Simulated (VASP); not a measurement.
# Pt2Se (I4/mmm) in VASP: further runs

Runs on Pt2Se. Level: PBE. Tasks: single point, relaxation of cell and atoms.

All numbers are computed with VASP 6.6.1; they aren't measurements. Logs are shortened: lines on timing, memory, paths and dates and some standing lists are left out, and cuts for length are marked.

## 1. Starting point

It takes space group I4/mmm (No. 139, tetragonal). The conventional cell has a = 3.173 Å, b = 3.173 Å, c = 9.835 Å, α = 90.00°, β = 90.00°, γ = 90.00°. Pt (site symmetry 4mm) is surrounded by 4 Se at 2.74 Å and 5 Pt at 2.87 to 3.13 Å. Around Se (site symmetry 4/mmm) lie 8 Pt at 2.74 Å.

The cell was built by a generator and needn't be a form met in nature.

## 2. Single point, PBE

Contents of INCAR:

```
  ALGO = Normal
  EDIFF = 1E-6
  ENCUT = 520
  GGA = PE
  ISIF = 2
  ISMEAR = 0
  LASPH = T
  LCHARG = F
  LREAL = F
  LWAVE = F
  NBANDS = 20
  NELM = 100
  PREC = Accurate
  SIGMA = 0.1
```

Contents of KPOINTS:

```
k-points
0
Gamma
  6 6 6
```

Contents of POSCAR:

```
Pt2Se
1.0
   -1.5865765161      1.5865765161      4.9174276968
    1.5865765161     -1.5865765161      4.9174276968
    1.5865765161      1.5865765161     -4.9174276968
Pt Se
2 1
Direct
    0.6591502495      0.6591502495      0.0000000000
    0.3408497505      0.3408497505      0.0000000000
    0.0000000000      0.0000000000      0.0000000000
```

Potentials or basis: VASP PAW PBE potentials, release 64 (Pt, Se).

The run is started by

```bash
cat potpaw_PBE.64/Pt/POTCAR potpaw_PBE.64/Se/POTCAR > POTCAR
mpirun -np 1 vasp_std > vasp.out
```

OUTCAR:

```text
EDIFF = 1E-6
   ENCUT = 520
   GGA = PE
   ISIF = 2
   ISMEAR = 0
   LASPH = T
   LREAL = F
   NELM = 100
   PREC = Accurate

 ion  position               nearest neighbor table
   1  0.659  0.659  0.000-   3 2.74   3 2.74   3 2.74   3 2.74   2 2.87   2 2.87   2 2.87   2 2.87
                             2 3.13
   2  0.341  0.341  0.000-   3 2.74   3 2.74   3 2.74   3 2.74   1 2.87   1 2.87   1 2.87   1 2.87
                             1 3.13
   3  0.000  0.000  0.000-   1 2.74   1 2.74   1 2.74   2 2.74   1 2.74   2 2.74   2 2.74   2 2.74

  LATTYP: Found a body centered tetragonal cell.
 ALAT       =     3.1731530322
 C/A-ratio  =     3.0993952368

  Lattice vectors:

 A1 = (  -1.5865765161,   1.5865765161,   4.9174276968)
 A2 = (   1.5865765161,  -1.5865765161,   4.9174276968)
 A3 = (   1.5865765161,   1.5865765161,  -4.9174276968)

Analysis of symmetry for initial positions (statically):
=====================================================================
 Subroutine PRICEL returns:
 Original cell was already a primitive cell.

 Routine SETGRP: Setting up the symmetry group for a
 body centered tetragonal supercell.

 Subroutine GETGRP returns: Found 16 space group operations
 (whereof 16 operations were pure point group operations)
 out of a pool of 16 trial point group operations.

The static configuration has the point symmetry D_4h.

Analysis of symmetry for dynamics (positions and initial velocities):
=====================================================================
 Subroutine PRICEL returns:
 Original cell was already a primitive cell.

 Routine SETGRP: Setting up the symmetry group for a
 body centered tetragonal supercell.

 Subroutine GETGRP returns: Found 16 space group operations
 (whereof 16 operations were pure point group operations)
 out of a pool of 16 trial point group operations.

The dynamic configuration has the point symmetry D_4h.

 Subroutine INISYM returns: Found 16 space group operations
 (whereof 16 operations are pure point group operations),
 and found     1 'primitive' translations

----------------------------------------------------------------------------------------

                                     Primitive cell

  volume of cell :      49.5131

  direct lattice vectors                    reciprocal lattice vectors
    -1.586576516  1.586576516  4.917427697     0.000000000  0.315143956  0.101679177
     1.586576516 -1.586576516  4.917427697     0.315143956  0.000000000  0.101679177
     1.586576516  1.586576516 -4.917427697     0.315143956  0.315143956  0.000000000

  length of vectors
     5.405140631  5.405140631  5.405140631     0.331141009  0.331141009  0.445680857

  position of ions in fractional coordinates (direct lattice)
     0.659150250  0.659150250  0.000000000
     0.340849750  0.340849750  0.000000000
     0.000000000  0.000000000  0.000000000

  ion indices of the primitive-cell ions
   primitive index   ion index
                 1           1
                 2           2
                 3           3

----------------------------------------------------------------------------------------

 KPOINTS: k-points

Automatic generation of k-mesh.
 Grid dimensions read from file:
 generate k-points for:    6    6    6

 Generating k-lattice:

  Cartesian coordinates                     Fractional coordinates (reciprocal lattice)
     0.000000000  0.052523993  0.016946529     0.166666667  0.000000000  0.000000000
     0.052523993  0.000000000  0.016946529     0.000000000  0.166666667  0.000000000
     0.052523993  0.052523993  0.000000000     0.000000000  0.000000000  0.166666667

  Length of vectors
     0.055190168  0.055190168  0.074280143

  Shift w.r.t. Gamma in fractional coordinates (k-lattice)
     0.000000000  0.000000000  0.000000000

 Subroutine IBZKPT returns following result:
 ===========================================

 Found     30 irreducible k-points:

 Following reciprocal coordinates:
            Coordinates               Weight
  0.000000  0.000000  0.000000      1.000000
  0.166667 -0.000000  0.000000      8.000000
  0.333333 -0.000000  0.000000      8.000000
  0.500000 -0.000000  0.000000      4.000000
  0.166667  0.166667  0.000000      8.000000
  0.333333  0.166667  0.000000     16.000000
[... 16 lines left out ...]
 -0.333333 -0.333333  0.166667      8.000000
 -0.166667 -0.333333  0.166667      8.000000
 [... further k-points ...]
   k-points           NKPTS =     30   k-points in BZ     NKDIM =     30   number of bands    NBANDS=     20
   number of dos      NEDOS =    301   number of ions     NIONS =      3
   total plane-waves  NPLWV =  64000
   dimension x,y,z NGX =    40 NGY =   40 NGZ =   40
   dimension x,y,z NGXF=    80 NGYF=   80 NGZF=   80
   ions per type =               2   1
   NGX,Y,Z   is equivalent  to a cutoff of  12.30, 12.30, 12.30 a.u.
   NGXF,Y,Z  is equivalent  to a cutoff of  24.61, 24.61, 24.61 a.u.
 SYSTEM =  unknown system
[... 87 lines left out ...]
     20      20.1138      0.00000

 k-point     3 :       0.3333   -0.0000    0.0000
  band No.  band energies     occupation
      1      -5.4589      2.00000
      2       1.7310      2.00000
      3       3.2094      2.00000
      4       5.0055      2.00000
      5       5.2832      2.00000
      6       5.4787      2.00000
[... 12 lines left out ...]
     19      19.6605      0.00000
     20      20.5735      0.00000

 k-point     4 :       0.5000   -0.0000    0.0000
  band No.  band energies     occupation
      1      -5.0238      2.00000
      2       1.0626      2.00000
      3       4.0975      2.00000
      4       4.1646      2.00000
      5       5.3397      2.00000
      6       5.6058      2.00000
[... 12 lines left out ...]
     19      18.6868      0.00000
     20      19.9002      0.00000

 k-point     5 :       0.1667    0.1667    0.0000
  band No.  band energies     occupation
      1      -5.8649      2.00000
      2       2.2719      2.00000
      3       4.0956      2.00000
      4       4.1623      2.00000
      5       5.0382      2.00000
      6       5.1877      2.00000
[... 12 lines left out ...]
     19      18.9921      0.00000
     20      20.3291      0.00000

 k-point     6 :       0.3333    0.1667    0.0000
  band No.  band energies     occupation
      1      -5.2029      2.00000
      2       2.1340      2.00000
      3       3.2800      2.00000
      4       4.3838      2.00000
      5       4.9220      2.00000
      6       5.3173      2.00000
[... 12 lines left out ...]
     19      19.2250      0.00000
     20      19.5641      0.00000

 k-point     7 :       0.5000    0.1667    0.0000
  band No.  band energies     occupation
      1      -4.8067      2.00000
      2       1.3739      2.00000
      3       3.7891      2.00000
      4       4.1652      2.00000
      5       5.0654      2.00000
      6       5.2853      2.00000
[... 12 lines left out ...]
     19      18.8354      0.00000
     20      20.1870      0.00000
[... 277 lines left out ...]
 k-point    20 :       0.5000    0.5000    0.1667
  band No.  band energies     occupation
      1      -4.6071      2.00000
      2       2.5313      2.00000
      3       2.8189      2.00000
      4       3.0310      2.00000
      5       5.1628      2.00000
      6       5.6956      2.00000
[... 12 lines left out ...]
     19      17.6874      0.00000
     20      19.3935      0.00000

 k-point    21 :      -0.3333    0.5000    0.1667
  band No.  band energies     occupation
      1      -5.1667      2.00000
      2       2.3114      2.00000
      3       2.8701      2.00000
      4       4.3054      2.00000
      5       4.9881      2.00000
      6       5.2244      2.00000
[... 12 lines left out ...]
     19      19.4557      0.00000
     20      20.0781      0.00000

 k-point    22 :      -0.1667    0.5000    0.1667
  band No.  band energies     occupation
      1      -5.4180      2.00000
      2       1.9182      2.00000
      3       2.9259      2.00000
      4       4.9106      2.00000
      5       5.2263      2.00000
      6       5.6474      2.00000
[... 12 lines left out ...]
     19      18.6286      0.00000
     20      19.8073      0.00000

 k-point    23 :      -0.3333   -0.3333    0.1667
  band No.  band energies     occupation
      1      -5.7890      2.00000
      2       1.7536      2.00000
      3       4.0994      2.00000
      4       4.5035      2.00000
      5       5.0064      2.00000
      6       5.0288      2.00000
[... 12 lines left out ...]
     19      18.7817      0.00000
     20      19.0146      0.00000

 k-point    24 :      -0.1667   -0.3333    0.1667
  band No.  band energies     occupation
      1      -6.0876      2.00000
      2       1.5891      2.00000
      3       4.0439      2.00000
      4       4.7878      2.00000
      5       4.9919      2.00000
      6       5.4844      2.00000
[... 12 lines left out ...]
     19      19.5419      0.00000
     20      19.6833      0.00000

 [... further k-points ...]

------------------------ aborting loop because EDIFF is reached ----------------------------------------

  FORCE on cell =-STRESS in cart. coord.  units (eV):
  Direction    XX          YY          ZZ          XY          YZ          ZX
  --------------------------------------------------------------------------------------
  -------------------------------------------------------------------------------------
  Total       -0.0079707     -0.0079707      0.0239928      0.0000000      0.0000000      0.0000000
  in kB       -0.2579196     -0.2579196      0.7763757      0.0000000      0.0000000      0.0000000
  external PRESSURE =       0.0868455 kB  Pullay stress =       0.0000000 kB

 VOLUME and BASIS-vectors are now :
 -----------------------------------------------------------------------------
  energy-cutoff  :      520.00
  volume of cell :       49.51
      direct lattice vectors                 reciprocal lattice vectors
    -1.586576516  1.586576516  4.917427697     0.000000000  0.315143956  0.101679177
     1.586576516 -1.586576516  4.917427697     0.315143956  0.000000000  0.101679177
     1.586576516  1.586576516 -4.917427697     0.315143956  0.315143956  0.000000000

 POSITION                                       TOTAL-FORCE (eV/Angst)
 -----------------------------------------------------------------------------------
      0.00000      0.00000      6.48265        -0.000000     -0.000000     -0.002507
      0.00000      0.00000      3.35221         0.000000      0.000000      0.002507
      0.00000      0.00000      0.00000         0.000000      0.000000     -0.000000
 -----------------------------------------------------------------------------------
    total drift:                               -0.000000     -0.000000      0.000000

  FREE ENERGIE OF THE ION-ELECTRON SYSTEM (eV)
  ---------------------------------------------------
  free  energy   TOTEN  =       -15.0899110937 eV

  energy  without entropy=      -15.0815304821  energy(sigma->0) =      -15.08572079
```

Wall time 46 s (1 thread of Intel Xeon Platinum 8488C (Sapphire Rapids), shared host); peak memory 0.24 GiB.

Results:

```yaml
Free_energy: -15.0899 eV
Pressure: 0.0 GPa
Band_gap_on_the_k_mesh: none (metal or under the smearing width)
```

Forces on the atoms (eV/Å):
```
Pt   0.000  0.000 -0.003
Pt   0.000  0.000  0.003
Se   0.000  0.000  0.000
```

Stress tensor (GPa, compression positive):
```
-0.03  0.00  0.00
 0.00 -0.03  0.00
 0.00  0.00  0.08
```

Caveat: the k mesh is coarse (spacing up to 0.47 Å⁻¹), so the values aren't converged.

## 3. Relaxation of cell and atoms, PBE

This run uses another cell than the first one, of 18.18 Å³/atom, 1.101 times its volume.

Contents of INCAR:

```
SYSTEM = Pt2Se
ALGO = Normal ; EDIFF = 1E-7
EDIFFG = -0.04 ; ENCUT = 600
GGA = PE ; IBRION = 2
ISIF = 3 ; ISMEAR = 0
LASPH = .True. ; LCHARG = .False.
LREAL = .False. ; LWAVE = .False.
NELM = 100 ; NSW = 90
PREC = Accurate ; SIGMA = 0.1
```

Contents of KPOINTS:

```
k-points
0
Gamma
  6 6 6
  0 0 0
```

Contents of POSCAR:

```
Pt2Se
1.0
   -1.7713581773      1.7713581773      4.3453630287
    1.7713581773     -1.7713581773      4.3453630287
    1.7713581773      1.7713581773     -4.3453630287
Pt Se
2 1
Direct
    0.6650000000      0.6650000000      0.0000000000
    0.3350000000      0.3350000000      0.0000000000
    0.0000000000      0.0000000000      0.0000000000
```

Potentials or basis: VASP PAW PBE potentials, release 64 (Pt, Se).

The run is started by

```bash
cat potpaw_PBE.64/Pt/POTCAR potpaw_PBE.64/Se/POTCAR > POTCAR
mpirun -np 1 vasp_std > vasp.out
```

Run time: 13 min. Hardware: 1 thread of Intel Xeon Platinum 8488C (Sapphire Rapids), shared host; peak memory 0.27 GiB.

Results (log left out):

```yaml
Free_energy: -15.0890 eV
Relaxed_volume: 16.51 Å³/atom
Relaxed_cell: a = 5.422 Å, b = 5.422 Å, c = 5.422 Å, α = 146.03°, β = 146.03°, γ = 48.80°
Space_group_after_relaxing_to_0.05_Å: I4/mmm (No. 139)
Energy_gained_by_relaxing: 98.3 meV/atom
Ionic_steps: 27
Pressure_after_relaxing: 0.0 GPa
Band_gap_on_the_k_mesh: none (metal or under the smearing width)
```

Stress tensor (GPa, compression positive):
```
 0.07  0.00  0.00
 0.00  0.07  0.00
 0.00  0.00 -0.16
```

Step by step:
```tsv
step	energy change (eV)	largest force (eV/Å)	pressure (GPa)	volume (Å³)
1	0.0000	0.2828	-11.92	54.54
2	0.1923	0.0327	25.98	44.54
3	-0.1920	0.2030	-0.26	50.00
4	-0.1921	0.2004	0.07	49.91
5	-0.1921	0.1978	0.38	49.82
6	-0.1979	0.0410	0.35	49.78
7	-0.1981	0.0975	0.37	49.77
8	-0.1993	0.0928	-0.56	50.03
9	-0.1993	0.0915	-0.86	50.11
10	-0.2000	0.0894	-0.88	50.10
11	-0.2020	0.0831	-0.96	50.10
12	-0.2065	0.0697	-1.08	50.08
13	-0.2167	0.0308	-1.17	50.03
14	-0.2337	0.1329	-0.84	49.88
15	-0.1808	1.0622	2.45	49.35
16	-0.2351	0.2571	-0.56	49.82
17	-0.2356	0.3370	-0.34	49.77
18	-0.2374	0.3897	-0.21	49.74
19	-0.2414	0.5760	0.25	49.63
20	-0.2489	0.5820	0.22	49.62
21	-0.2605	0.5776	0.40	49.55
22	-0.2620	0.5927	0.56	49.51
23	-0.2719	0.5008	-0.04	49.64
24	-0.2884	0.2016	-1.62	50.02
25	-0.2896	0.1056	-2.09	50.15
26	-0.2946	0.0245	0.42	49.41
27	-0.2948	0.0018	-0.01	49.53
```

Final structure:
```cif
data_structure
_symmetry_space_group_name_H-M 'P 1'
_symmetry_Int_Tables_number 1
_cell_length_a 5.4216
_cell_length_b 5.4216
_cell_length_c 5.4216
_cell_angle_alpha 146.031
_cell_angle_beta 146.031
_cell_angle_gamma 48.800
_cell_volume 49.53
loop_
_atom_site_label
_atom_site_type_symbol
_atom_site_fract_x
_atom_site_fract_y
_atom_site_fract_z
_atom_site_occupancy
Pt1 Pt 0.65914 0.65914 0.00000 1
Pt2 Pt 0.34086 0.34086 0.00000 1
Se1 Se 0.00000 0.00000 0.00000 1
```

Levels at points of the mesh, in eV from the Fermi level:
```csv
k point,band 10,band 11,band 12,band 13,band 14,band 15,band 16,band 17
"(0.00, 0.00, 0.00)",-2.52,-2.29,-1.41,-1.00,1.81,1.81,5.26,7.67
"(0.50, 0.00, 0.00)",-1.55,-1.53,-1.09,-0.67,1.10,1.70,4.48,4.90
"(0.50, 0.50, 0.00)",-0.97,-0.71,-0.67,1.42,1.46,1.47,1.74,4.66
"(0.50, 0.50, 0.50)",-1.20,-1.10,-0.95,-0.05,-0.05,0.31,2.19,7.16
```

Caveat: the k mesh is coarse (spacing up to 0.42 Å⁻¹), so the values aren't converged.

## 4. Single point, PBE, collinear spin, typed start

This run uses another cell than the first one, of 18.18 Å³/atom, 1.101 times its volume.

Contents of INCAR:

```
  PREC = Accurate
  ENCUT = 520
  EDIFF = 1E-6
  ISMEAR = 0
  SIGMA = 0.1
  LREAL = False
  LASPH = True
  NELM = 150
  ALGO = Fast
  ISIF = 2
  LWAVE = False
  LCHARG = True
  ISPIN = 2
  MAGMOM = 1 1 0
  LORBIT = 11
  LMAXMIX = 4
  GGA = PE
  LELF = True
  LVHAR = True
  NBANDS = 24
```

Contents of KPOINTS:

```
regular mesh
0
Gamma
  8 8 8
```

POSCAR is that of step 3.

The run is started by

```bash
cat potpaw_PBE.64/Pt/POTCAR potpaw_PBE.64/Se/POTCAR > POTCAR
mpirun -np 1 vasp_std > vasp.out
```

Run time: 4.3 min. Hardware: 1 thread of Intel Xeon Platinum 8488C (Sapphire Rapids), shared host; peak memory 0.36 GiB.

The run converged. Its results:

```yaml
Free_energy: -14.7784 eV
Pressure: -12.0 GPa
Largest_force: 0.249 eV/Å
Band_gap_on_the_k_mesh: none (metal or under the smearing width)
Net_moment: 0.00 μB per cell
Valence_electrons_inside_the_program's_atomic_spheres: Pt 9.00; Se 3.59
```

Forces on the atoms (eV/Å):
```
Pt   0.000  0.000  0.249
Pt   0.000  0.000 -0.249
Se   0.000  0.000  0.000
```

Stress tensor (GPa, compression positive):
```
-12.63   0.00   0.00
  0.00 -12.63   0.00
  0.00   0.00 -10.72
```

Levels at points of the mesh, in eV from the Fermi level:
Spin up:
```tsv
k point	band 9	band 10	band 11	band 12	band 13	band 14	band 15	band 16	band 17	band 18
(0.00, 0.00, 0.00)	-2.08	-2.08	-2.04	-0.54	1.12	1.27	1.27	4.04	6.68	7.17
(0.50, 0.00, 0.00)	-1.52	-1.17	-1.08	-1.00	-0.91	0.87	1.27	4.50	6.27	8.80
(0.50, 0.50, 0.00)	-1.39	-1.06	-1.01	-0.91	0.64	1.30	1.55	2.25	4.52	6.90
(0.50, 0.50, 0.50)	-1.13	-1.13	-1.00	-1.00	-0.79	-0.68	1.38	3.13	7.89	10.58
```
Spin down:
```
           k point  band 11  band 12  band 13  band 14  band 15  band 16
(0.00, 0.00, 0.00)    -2.04    -0.54     1.12     1.27     1.27     4.04
(0.50, 0.00, 0.00)    -1.08    -1.00    -0.91     0.87     1.27     4.50
(0.50, 0.50, 0.00)    -1.01    -0.91     0.64     1.30     1.55     2.25
(0.50, 0.50, 0.50)    -1.00    -1.00    -0.79    -0.68     1.38     3.13
```

The run has no spin-orbit coupling, so splittings on Pt are missing.

## 5. Summary

| task | spin | cell | k mesh | cutoff (eV) | mesh quality | gap on the mesh (eV) | pressure (GPa) |
| --- | --- | --- | --- | --- | --- | --- | --- |
| single point | off | I4/mmm, 16.5 Å³/atom | 6 × 6 × 6 | 520 | coarse | none | 0.0 |
| relaxation of cell and atoms | off | relaxed | 6 × 6 × 6 | 600 | coarse | none | 0.0 |
| single point | collinear, typed start | I4/mmm, 18.18 Å³/atom | 8 × 8 × 8 | 520 | not flagged | none | -12.0 |

Alike in all rows: level PBE; potentials or basis VASP PAW PBE potentials, release 64 (Pt, Se); smearing gaussian 0.1 eV.

Caveats: some runs use coarse meshes.

Absolute energies hang on the potentials; compare differences alone.
